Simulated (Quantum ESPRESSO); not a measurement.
TaS2:

```
Ta S
1.0
     3.35000    0.00000    0.00000
    -1.67500    2.90119    0.00000
     0.00000    0.00000    5.86000
Ta S
1 2
Cartesian
  0.0000 0.0000 0.0000
  0.0000 1.9341 1.4650
  1.6750 0.9671 4.3950
```

Base run:

- Program: Quantum ESPRESSO 7.5
- Functional: revPBE
- Potentials or basis: PseudoDojo 0.4.1 SR LDA stringent
- Cutoff: 1796 eV
- Density cutoff: 7184 eV
- k mesh: 7 × 7 × 3
- Occupations: gaussian, width 0.05 eV
- Spin: collinear spin, ferromagnetic start
- Starting moments: [1.0, 0.0, 0.0] μB
- Hubbard terms: Ta d U = 6 eV

Its results: band gap on the k mesh 0.83 eV, indirect (least direct gap 0.97 eV); pressure 20.4 GPa; net moment 1.00 μB per cell; site moments Ta +0.59; S -0.03 μB; largest force 1.333 eV/Å.

Task: After a change of settings the same cell gave: band gap on the k mesh 0.85 eV, indirect (least direct gap 1.00 eV); pressure 21.2 GPa; net moment 1.00 μB per cell; site moments Ta +0.59; S -0.03 μB; largest force 1.352 eV/Å. Which change was it?
A. functional from revPBE to PBE
B. functional from revPBE to RPBE
C. functional from revPBE to PBEsol
D. functional from revPBE to LDA

Result: B.

Caveats: the potentials were made for another functional, which shifts forces and pressure; spin-orbit coupling is left out, which moves the levels of the heavy elements; an odd mesh through Γ misses points on the zone boundary, where band edges often lie; this functional lacks dispersion, which binds the layers, so the pressure and a relaxed spacing across them are unreliable.
